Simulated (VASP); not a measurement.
# FeSi2 (Linzhiite) (P4/mmm) in VASP: notebook, part 2 of 4

VASP 6.6.1. Earlier steps stand in the parts before.

## Step 10: Equation of state, r2SCAN, collinear spin, ferromagnetic start, 11.94 Å³/atom

The input, INCAR:

```
PREC     = Accurate       # precision mode
ENCUT    = 250            # plane-wave cutoff, eV
EDIFF    = 1E-6           # SCF threshold, eV
ISMEAR   = 1              # smearing method
SIGMA    = 0.15           # smearing width, eV
LREAL    = False          # projectors in reciprocal space
LASPH    = True           # aspherical terms in the spheres
NELM     = 100            # most SCF steps
ALGO     = Normal         # electronic algorithm
ISIF     = 2              # what is computed and relaxed
LWAVE    = False          # write WAVECAR
LCHARG   = False          # write CHGCAR
ISPIN    = 2              # spin polarisation
MAGMOM   = 3 0 0          # initial moments
LORBIT   = 11             # projections on sites
LMAXMIX  = 4              # l up to which the mixer works
METAGGA  = R2SCAN         # meta-GGA
LMIXTAU  = True         
ADDGRID  = False
```

The input, KPOINTS:

```
regular mesh
0
Gamma
  7 7 4
```

The input, POSCAR:

```
FeSi2
1.0
    2.6568870352      0.0000000000      0.0000000000
    0.0000000000      2.6568870352      0.0000000000
    0.0000000000      0.0000000000      5.0761984785
Fe Si
1 2
Direct
    0.0000000000      0.0000000000      0.0000000000
    0.5000000000      0.5000000000      0.7300000000
    0.5000000000      0.5000000000      0.2700000000
```

The run is started by

```
$ cat potpaw_PBE.64/Fe/POTCAR potpaw_PBE.64/Si/POTCAR > POTCAR
$ mpirun -np 1 vasp_std > vasp.out
```

Wall time 30 s (1 thread of AMD EPYC 9R45 (Zen 5), shared host); peak memory 0.09 GiB.

The run converged, but a check on its numbers failed (symmetry, net force, bounds or a known fault of this set-up), so they aren't taken as properties of the crystal.

Caveat: the cutoff lies under the usual one of these potentials, so the numbers hold a large basis-set error; the PAW data sets were made with another functional, which shifts forces and pressure a little.

## Step 11: Equation of state, r2SCAN, collinear spin, ferromagnetic start, 12.68 Å³/atom

INCAR is that of step 10.

KPOINTS is that of step 10.

The input, POSCAR:

```
FeSi2
1.0
    2.7105759858      0.0000000000      0.0000000000
    0.0000000000      2.7105759858      0.0000000000
    0.0000000000      0.0000000000      5.1787755794
Fe Si
1 2
Direct
    0.0000000000      0.0000000000      0.0000000000
    0.5000000000      0.5000000000      0.7300000000
    0.5000000000      0.5000000000      0.2700000000
```

The run is started by

```
$ cat potpaw_PBE.64/Fe/POTCAR potpaw_PBE.64/Si/POTCAR > POTCAR
$ mpirun -np 1 vasp_std > vasp.out
```

Wall time 40 s (1 thread of AMD EPYC 9R45 (Zen 5), shared host); peak memory 0.1 GiB.

The run converged, but a check on its numbers failed (symmetry, net force, bounds or a known fault of this set-up), so they aren't taken as properties of the crystal.

Caveat: the cutoff lies under the usual one of these potentials, so the numbers hold a large basis-set error; the PAW data sets were made with another functional, which shifts forces and pressure a little.

## Step 12: Equation of state, r2SCAN, collinear spin, ferromagnetic start, 11.94 Å³/atom

INCAR: that of step 11 with these lines changed.

```diff
@@ -1,3 +1,3 @@
 PREC     = Accurate       # precision mode
-ENCUT    = 250            # plane-wave cutoff, eV
+ENCUT    = 300            # plane-wave cutoff, eV
 EDIFF    = 1E-6           # SCF threshold, eV
```

KPOINTS is that of step 11.

The input, POSCAR:

```
FeSi2
1.0
    2.6568870352      0.0000000000      0.0000000000
    0.0000000000      2.6568870352      0.0000000000
    0.0000000000      0.0000000000      5.0761984785
Fe Si
1 2
Direct
    0.0000000000      0.0000000000      0.0000000000
    0.5000000000      0.5000000000      0.7300000000
    0.5000000000      0.5000000000      0.2700000000
```

Potentials or basis: VASP PAW PBE potentials, release 64 (Fe, Si).

The run is started by

```
$ cat potpaw_PBE.64/Fe/POTCAR potpaw_PBE.64/Si/POTCAR > POTCAR
$ mpirun -np 1 vasp_std > vasp.out
```

Run time: 37 s. Hardware: 1 thread of AMD EPYC 9R45 (Zen 5), shared host; peak memory 0.1 GiB.

The run converged, but some of its settings lie outside the range that counts as converged, so its numbers aren't taken as properties of the crystal.

What came out:

```yaml
Free_energy: -32.5257 eV
Largest_force: 0.317 eV/Å
Band_gap_on_the_k_mesh: none (metal or under the smearing width)
Net_moment: 0.21 μB per cell
Site_moments: Fe +0.24; Si -0.01 μB
Valence_electrons_inside_the_program's_atomic_spheres: Fe 7.97; Si 1.66
```

Caveat: the cutoff is under 1.25 times the usual one of these potentials, so pressure, stress and relaxed cells hold a basis-set (Pulay) error; the PAW data sets were made with another functional, which shifts forces and pressure a little.

## Step 13: Equation of state, r2SCAN, collinear spin, ferromagnetic start, 12.68 Å³/atom

INCAR is that of step 12.

KPOINTS is that of step 12.

The input, POSCAR:

```
FeSi2
1.0
    2.7105759858      0.0000000000      0.0000000000
    0.0000000000      2.7105759858      0.0000000000
    0.0000000000      0.0000000000      5.1787755794
Fe Si
1 2
Direct
    0.0000000000      0.0000000000      0.0000000000
    0.5000000000      0.5000000000      0.7300000000
    0.5000000000      0.5000000000      0.2700000000
```

The run is started by

```
$ cat potpaw_PBE.64/Fe/POTCAR potpaw_PBE.64/Si/POTCAR > POTCAR
$ mpirun -np 1 vasp_std > vasp.out
```

Wall time 39 s (1 thread of AMD EPYC 9R45 (Zen 5), shared host); peak memory 0.1 GiB.

These settings aren't checked as converged: the numbers below hold their error.

What came out:

```
Free energy                                           : -32.5225 eV
Largest force                                         : 0.022 eV/Å
Band gap on the k mesh                                : none (metal or under the smearing width)
Net moment                                            : 0.21 μB per cell
Site moments                                          : Fe +0.25; Si -0.01 μB
Valence electrons inside the program's atomic spheres : Fe 7.79; Si 1.62
```

Caveat: the cutoff is under 1.25 times the usual one of these potentials, so pressure, stress and relaxed cells hold a basis-set (Pulay) error; the PAW data sets were made with another functional, which shifts forces and pressure a little.

## Step 14: Equation of state, r2SCAN, collinear spin, ferromagnetic start, 11.94 Å³/atom

INCAR: that of step 13 with these lines changed.

```diff
@@ -1,3 +1,3 @@
 PREC     = Accurate       # precision mode
-ENCUT    = 300            # plane-wave cutoff, eV
+ENCUT    = 450            # plane-wave cutoff, eV
 EDIFF    = 1E-6           # SCF threshold, eV
```

The input, KPOINTS:

```
regular mesh
0
Gamma
  6 6 3
```

The input, POSCAR:

```
FeSi2
1.0
    2.6568870352      0.0000000000      0.0000000000
    0.0000000000      2.6568870352      0.0000000000
    0.0000000000      0.0000000000      5.0761984785
Fe Si
1 2
Direct
    0.0000000000      0.0000000000      0.0000000000
    0.5000000000      0.5000000000      0.7300000000
    0.5000000000      0.5000000000      0.2700000000
```

The run is started by

```
$ cat potpaw_PBE.64/Fe/POTCAR potpaw_PBE.64/Si/POTCAR > POTCAR
$ mpirun -np 1 vasp_std > vasp.out
```

Wall time 45 s (1 thread of AMD EPYC 9R45 (Zen 5), shared host); peak memory 0.12 GiB.

These settings aren't checked as converged: the numbers below hold their error.

Results:

| Quantity | Value |
| --- | --- |
| Free energy | -32.5583 eV |
| Pressure | 5.8 GPa |
| Largest force | 0.348 eV/Å |
| Band gap on the k mesh | none (metal or under the smearing width) |
| Net moment | 0.18 μB per cell |
| Site moments | Fe +0.19; Si -0.00 μB |
| Valence electrons inside the program's atomic spheres | Fe 7.99; Si 1.65 |

Caveat: the k mesh is coarse (spacing up to 0.41 Å⁻¹), so the values aren't converged; the PAW data sets were made with another functional, which shifts forces and pressure a little.

## Step 15: Equation of state, r2SCAN, collinear spin, ferromagnetic start, 12.68 Å³/atom

INCAR is that of step 14.

KPOINTS is that of step 14.

The input, POSCAR:

```
FeSi2
1.0
    2.7105759858      0.0000000000      0.0000000000
    0.0000000000      2.7105759858      0.0000000000
    0.0000000000      0.0000000000      5.1787755794
Fe Si
1 2
Direct
    0.0000000000      0.0000000000      0.0000000000
    0.5000000000      0.5000000000      0.7300000000
    0.5000000000      0.5000000000      0.2700000000
```

Potentials or basis: VASP PAW PBE potentials, release 64 (Fe, Si).

The run is started by

```
$ cat potpaw_PBE.64/Fe/POTCAR potpaw_PBE.64/Si/POTCAR > POTCAR
$ mpirun -np 1 vasp_std > vasp.out
```

It took 58 s on 1 thread of AMD EPYC 9R45 (Zen 5), shared host; peak memory 0.13 GiB.

The run converged, but some of its settings lie outside the range that counts as converged, so its numbers aren't taken as properties of the crystal.

Results:

| Property | Result |
| --- | --- |
| Free energy | -32.5498 eV |
| Pressure | -6.5 GPa |
| Largest force | 0.042 eV/Å |
| Band gap on the k mesh | none (metal or under the smearing width) |
| Net moment | 0.19 μB per cell |
| Site moments | Fe +0.22; Si -0.01 μB |
| Valence electrons inside the program's atomic spheres | Fe 7.80; Si 1.61 |

Caveat: the k mesh is coarse (spacing up to 0.40 Å⁻¹), so the values aren't converged; the PAW data sets were made with another functional, which shifts forces and pressure a little.

## Step 16: Equation of state, r2SCAN, collinear spin, ferromagnetic start, 11.94 Å³/atom

INCAR: that of step 15 with these lines changed.

```diff
@@ -1,3 +1,3 @@
 PREC     = Accurate       # precision mode
-ENCUT    = 450            # plane-wave cutoff, eV
+ENCUT    = 350            # plane-wave cutoff, eV
 EDIFF    = 1E-6           # SCF threshold, eV
```

The input, KPOINTS:

```
regular mesh
0
Gamma
  7 7 4
```

The input, POSCAR:

```
FeSi2
1.0
    2.6568870352      0.0000000000      0.0000000000
    0.0000000000      2.6568870352      0.0000000000
    0.0000000000      0.0000000000      5.0761984785
Fe Si
1 2
Direct
    0.0000000000      0.0000000000      0.0000000000
    0.5000000000      0.5000000000      0.7300000000
    0.5000000000      0.5000000000      0.2700000000
```

The run is started by

```
$ cat potpaw_PBE.64/Fe/POTCAR potpaw_PBE.64/Si/POTCAR > POTCAR
$ mpirun -np 1 vasp_std > vasp.out
```

Run time: 40 s. Hardware: 1 thread of AMD EPYC 9R45 (Zen 5), shared host; peak memory 0.1 GiB.

The run converged, but some of its settings lie outside the range that counts as converged, so its numbers aren't taken as properties of the crystal.

Results:

| Property | Result |
| --- | --- |
| Free energy | -32.5353 eV |
| Pressure | 5.8 GPa |
| Largest force | 0.316 eV/Å |
| Band gap on the k mesh | none (metal or under the smearing width) |
| Net moment | 0.21 μB per cell |
| Site moments | Fe +0.24; Si -0.01 μB |
| Valence electrons inside the program's atomic spheres | Fe 7.98; Si 1.66 |

Caveat: the PAW data sets were made with another functional, which shifts forces and pressure a little.

## Step 17: Equation of state, r2SCAN, collinear spin, ferromagnetic start, 12.68 Å³/atom

INCAR is that of step 16.

KPOINTS is that of step 16.

The input, POSCAR:

```
FeSi2
1.0
    2.7105759858      0.0000000000      0.0000000000
    0.0000000000      2.7105759858      0.0000000000
    0.0000000000      0.0000000000      5.1787755794
Fe Si
1 2
Direct
    0.0000000000      0.0000000000      0.0000000000
    0.5000000000      0.5000000000      0.7300000000
    0.5000000000      0.5000000000      0.2700000000
```

The run is started by

```
$ cat potpaw_PBE.64/Fe/POTCAR potpaw_PBE.64/Si/POTCAR > POTCAR
$ mpirun -np 1 vasp_std > vasp.out
```

Run time: 55 s. Hardware: 1 thread of AMD EPYC 9R45 (Zen 5), shared host; peak memory 0.11 GiB.

The run converged, but some of its settings lie outside the range that counts as converged, so its numbers aren't taken as properties of the crystal.

Results:

| Item | Value |
| --- | --- |
| Free energy | -32.5306 eV |
| Pressure | -6.5 GPa |
| Largest force | 0.021 eV/Å |
| Band gap on the k mesh | none (metal or under the smearing width) |
| Net moment | 0.21 μB per cell |
| Site moments | Fe +0.25; Si -0.01 μB |
| Valence electrons inside the program's atomic spheres | Fe 7.79; Si 1.61 |

Caveat: the PAW data sets were made with another functional, which shifts forces and pressure a little.

## Step 18: Equation of state, r2SCAN, collinear spin, ferromagnetic start, 11.94 Å³/atom

INCAR: that of step 17 with these lines changed.

```diff
@@ -1,3 +1,3 @@
 PREC     = Accurate       # precision mode
-ENCUT    = 350            # plane-wave cutoff, eV
+ENCUT    = 550            # plane-wave cutoff, eV
 EDIFF    = 1E-6           # SCF threshold, eV
```

The input, KPOINTS:

```
regular mesh
0
Gamma
  6 6 3
```

The input, POSCAR:

```
FeSi2
1.0
    2.6568870352      0.0000000000      0.0000000000
    0.0000000000      2.6568870352      0.0000000000
    0.0000000000      0.0000000000      5.0761984785
Fe Si
1 2
Direct
    0.0000000000      0.0000000000      0.0000000000
    0.5000000000      0.5000000000      0.7300000000
    0.5000000000      0.5000000000      0.2700000000
```

Potentials or basis: VASP PAW PBE potentials, release 64 (Fe, Si).

The run is started by

```
$ cat potpaw_PBE.64/Fe/POTCAR potpaw_PBE.64/Si/POTCAR > POTCAR
$ mpirun -np 1 vasp_std > vasp.out
```

Run time: 59 s. Hardware: 1 thread of AMD EPYC 9R45 (Zen 5), shared host; peak memory 0.13 GiB.

The run converged, but some of its settings lie outside the range that counts as converged, so its numbers aren't taken as properties of the crystal.

Results:

* Free energy: -32.5580 eV
* Pressure: 5.8 GPa
* Largest force: 0.348 eV/Å
* Band gap on the k mesh: none (metal or under the smearing width)
* Net moment: 0.18 μB per cell
* Site moments: Fe +0.19; Si -0.00 μB
* Valence electrons inside the program's atomic spheres: Fe 7.99; Si 1.65

Caveat: the k mesh is coarse (spacing up to 0.41 Å⁻¹), so the values aren't converged; the PAW data sets were made with another functional, which shifts forces and pressure a little.

## Step 19: Equation of state, r2SCAN, collinear spin, ferromagnetic start, 12.68 Å³/atom

INCAR is that of step 18.

KPOINTS is that of step 18.

The input, POSCAR:

```
FeSi2
1.0
    2.7105759858      0.0000000000      0.0000000000
    0.0000000000      2.7105759858      0.0000000000
    0.0000000000      0.0000000000      5.1787755794
Fe Si
1 2
Direct
    0.0000000000      0.0000000000      0.0000000000
    0.5000000000      0.5000000000      0.7300000000
    0.5000000000      0.5000000000      0.2700000000
```

The run is started by

```
$ cat potpaw_PBE.64/Fe/POTCAR potpaw_PBE.64/Si/POTCAR > POTCAR
$ mpirun -np 1 vasp_std > vasp.out
```

Run time: 83 s. Hardware: 1 thread of AMD EPYC 9R45 (Zen 5), shared host; peak memory 0.16 GiB.

These settings aren't checked as converged: the numbers below hold their error.

Results:

- Free energy: -32.5493 eV
- Pressure: -6.5 GPa
- Largest force: 0.042 eV/Å
- Band gap on the k mesh: none (metal or under the smearing width)
- Net moment: 0.19 μB per cell
- Site moments: Fe +0.22; Si -0.01 μB
- Valence electrons inside the program's atomic spheres: Fe 7.80; Si 1.61

Caveat: the k mesh is coarse (spacing up to 0.40 Å⁻¹), so the values aren't converged; the PAW data sets were made with another functional, which shifts forces and pressure a little.

## Step 20: Equation of state, r2SCAN, collinear spin, ferromagnetic start, 11.94 Å³/atom

INCAR: that of step 19 with these lines changed.

```diff
@@ -1,3 +1,3 @@
 PREC     = Accurate       # precision mode
-ENCUT    = 550            # plane-wave cutoff, eV
+ENCUT    = 250            # plane-wave cutoff, eV
 EDIFF    = 1E-6           # SCF threshold, eV
```

The input, KPOINTS:

```
regular mesh
0
Gamma
  9 9 5
```

The input, POSCAR:

```
FeSi2
1.0
    2.6568870352      0.0000000000      0.0000000000
    0.0000000000      2.6568870352      0.0000000000
    0.0000000000      0.0000000000      5.0761984785
Fe Si
1 2
Direct
    0.0000000000      0.0000000000      0.0000000000
    0.5000000000      0.5000000000      0.7300000000
    0.5000000000      0.5000000000      0.2700000000
```

The run is started by

```
$ cat potpaw_PBE.64/Fe/POTCAR potpaw_PBE.64/Si/POTCAR > POTCAR
$ mpirun -np 1 vasp_std > vasp.out
```

It took 48 s on 1 thread of AMD EPYC 9R45 (Zen 5), shared host; peak memory 0.1 GiB.

The run converged, but a check on its numbers failed (symmetry, net force, bounds or a known fault of this set-up), so they aren't taken as properties of the crystal.

Caveat: the cutoff lies under the usual one of these potentials, so the numbers hold a large basis-set error; the PAW data sets were made with another functional, which shifts forces and pressure a little.

## Step 21: Equation of state, r2SCAN, collinear spin, ferromagnetic start, 12.68 Å³/atom

INCAR is that of step 20.

KPOINTS is that of step 20.

The input, POSCAR:

```
FeSi2
1.0
    2.7105759858      0.0000000000      0.0000000000
    0.0000000000      2.7105759858      0.0000000000
    0.0000000000      0.0000000000      5.1787755794
Fe Si
1 2
Direct
    0.0000000000      0.0000000000      0.0000000000
    0.5000000000      0.5000000000      0.7300000000
    0.5000000000      0.5000000000      0.2700000000
```

Potentials or basis: VASP PAW PBE potentials, release 64 (Fe, Si).

The run is started by

```
$ cat potpaw_PBE.64/Fe/POTCAR potpaw_PBE.64/Si/POTCAR > POTCAR
$ mpirun -np 1 vasp_std > vasp.out
```

Wall time 49 s (1 thread of AMD EPYC 9R45 (Zen 5), shared host); peak memory 0.1 GiB.

The run converged, but a check on its numbers failed (symmetry, net force, bounds or a known fault of this set-up), so they aren't taken as properties of the crystal.

Caveat: the cutoff lies under the usual one of these potentials, so the numbers hold a large basis-set error; the PAW data sets were made with another functional, which shifts forces and pressure a little.

## Step 22: Equation of state, r2SCAN, collinear spin, ferromagnetic start, 11.94 Å³/atom

INCAR: that of step 21 with these lines changed.

```diff
@@ -1,3 +1,3 @@
 PREC     = Accurate       # precision mode
-ENCUT    = 250            # plane-wave cutoff, eV
+ENCUT    = 450            # plane-wave cutoff, eV
 EDIFF    = 1E-6           # SCF threshold, eV
```

The input, KPOINTS:

```
regular mesh
0
Gamma
  7 7 4
```

The input, POSCAR:

```
FeSi2
1.0
    2.6568870352      0.0000000000      0.0000000000
    0.0000000000      2.6568870352      0.0000000000
    0.0000000000      0.0000000000      5.0761984785
Fe Si
1 2
Direct
    0.0000000000      0.0000000000      0.0000000000
    0.5000000000      0.5000000000      0.7300000000
    0.5000000000      0.5000000000      0.2700000000
```

The run is started by

```
$ cat potpaw_PBE.64/Fe/POTCAR potpaw_PBE.64/Si/POTCAR > POTCAR
$ mpirun -np 1 vasp_std > vasp.out
```

It took 65 s on 1 thread of AMD EPYC 9R45 (Zen 5), shared host; peak memory 0.12 GiB.

These settings aren't checked as converged: the numbers below hold their error.

Results:

```
Free energy                                           : -32.5394 eV
Pressure                                              : 6.0 GPa
Largest force                                         : 0.313 eV/Å
Band gap on the k mesh                                : none (metal or under the smearing width)
Net moment                                            : 0.21 μB per cell
Site moments                                          : Fe +0.24; Si -0.01 μB
Valence electrons inside the program's atomic spheres : Fe 7.99; Si 1.66
```

Caveat: the PAW data sets were made with another functional, which shifts forces and pressure a little.

## Step 23: Equation of state, r2SCAN, collinear spin, ferromagnetic start, 12.68 Å³/atom

INCAR is that of step 22.

KPOINTS is that of step 22.

The input, POSCAR:

```
FeSi2
1.0
    2.7105759858      0.0000000000      0.0000000000
    0.0000000000      2.7105759858      0.0000000000
    0.0000000000      0.0000000000      5.1787755794
Fe Si
1 2
Direct
    0.0000000000      0.0000000000      0.0000000000
    0.5000000000      0.5000000000      0.7300000000
    0.5000000000      0.5000000000      0.2700000000
```

The run is started by

```
$ cat potpaw_PBE.64/Fe/POTCAR potpaw_PBE.64/Si/POTCAR > POTCAR
$ mpirun -np 1 vasp_std > vasp.out
```

Run time: 77 s. Hardware: 1 thread of AMD EPYC 9R45 (Zen 5), shared host; peak memory 0.13 GiB.

The run converged, but some of its settings lie outside the range that counts as converged, so its numbers aren't taken as properties of the crystal.

Results:

```yaml
Free_energy: -32.5333 eV
Pressure: -6.4 GPa
Largest_force: 0.015 eV/Å
Band_gap_on_the_k_mesh: none (metal or under the smearing width)
Net_moment: 0.21 μB per cell
Site_moments: Fe +0.25; Si -0.01 μB
Valence_electrons_inside_the_program's_atomic_spheres: Fe 7.80; Si 1.61
```

Caveat: the PAW data sets were made with another functional, which shifts forces and pressure a little.

[end of part 2 of 4]
